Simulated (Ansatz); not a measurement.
## Relaxation of WS₂

Method: Ansatz 0.2.0, DFT PBE, scalar-relativistic, plane waves, PAW. Settings: 420 eV cutoff, 12×12×2 k-mesh, Gaussian smearing of 0.02 eV, no spin polarisation.

What was changed: equal strain along all axes, cell held, atoms relaxed: -3.0 %.

Spin–orbit coupling is left out, which can shift energies with elements as heavy as these.

Command:

```bash
ansatz run input.yaml --threads 1 --pin off --max-ram 2560MiB --backend cpu --events-out ev --progress --plain --runs-dir out
```

Input:

```yaml
crystal:
  lattice:
    - [3.0921149708, 0.0, 0.0]
    - [-1.5460574854, 2.6778501161, 0.0]
    - [0.0, 0.0, 21.7506374188]
  atoms:
    - { symbol: W, position: [0.6666666667, 0.3333333333, 0.3326559247] }
    - { symbol: W, position: [0.3333333333, 0.6666666667, 0.665989258] }
    - { symbol: W, position: [0.0, 0.0, 0.9993225913] }
    - { symbol: S, position: [0.3333333333, 0.6666666667, 0.2607610638] }
    - { symbol: S, position: [0.6666666667, 0.3333333333, 0.0712163449] }
    - { symbol: S, position: [0.0, 0.0, 0.5940943971] }
    - { symbol: S, position: [0.3333333333, 0.6666666667, 0.4045496782] }
    - { symbol: S, position: [0.6666666667, 0.3333333333, 0.9274277305] }
    - { symbol: S, position: [0.0, 0.0, 0.7378830116] }
basis:
  ecutwfc: 420
kpoints:
  mp_grid: { grid: [12, 12, 2] }
hamiltonian:
  xc: pbe
scf:
  occupations: { method: gaussian, width: 0.02 }
output:
  forces: true
  stress: true
  eigenvalues: true
relax:
  adjacent_minimum: "off"
  f_tol: 0.008
  max_steps: 40
```

F is the free energy.

Steps:

```
step F − F(1) (eV) largest force component (eV/Å)
   1         0.0000                           0.890
   2        -0.0946                           0.320
   3        -0.1103                           0.003
   4        -0.1103                           0.003
```

Relaxed structure:

```cif
data_structure
_symmetry_space_group_name_H-M 'P 1'
_symmetry_Int_Tables_number 1
_cell_length_a 3.0921
_cell_length_b 3.0921
_cell_length_c 21.7506
_cell_angle_alpha 90.000
_cell_angle_beta 90.000
_cell_angle_gamma 120.000
_cell_volume 180.10
loop_
_atom_site_label
_atom_site_type_symbol
_atom_site_fract_x
_atom_site_fract_y
_atom_site_fract_z
_atom_site_occupancy
W1 W 0.66667 0.33333 0.33266 1
W2 W 0.33333 0.66667 0.66599 1
W3 W 0.00000 0.00000 0.99932 1
S1 S 0.33333 0.66667 0.25883 1
S2 S 0.66667 0.33333 0.07314 1
S3 S 0.00000 0.00000 0.59217 1
S4 S 0.33333 0.66667 0.40648 1
S5 S 0.66667 0.33333 0.92550 1
S6 S 0.00000 0.00000 0.73981 1
```

It takes space group R3m (No. 160, trigonal). Conventional cell: a = 3.092 Å, b = 3.092 Å, c = 21.751 Å, α = 90.00°, β = 90.00°, γ = 120.00°. W (site symmetry 3m) has 6 S at 2.40 Å as nearest neighbours. S (site symmetry 3m) is surrounded by 3 W at 2.40 Å. S (site symmetry 3m) is surrounded by 3 W at 2.40 Å.

The run converged. It took 110 s on 1 thread of Arm Neoverse V1, with other jobs on the host, peak memory 0.53 GiB.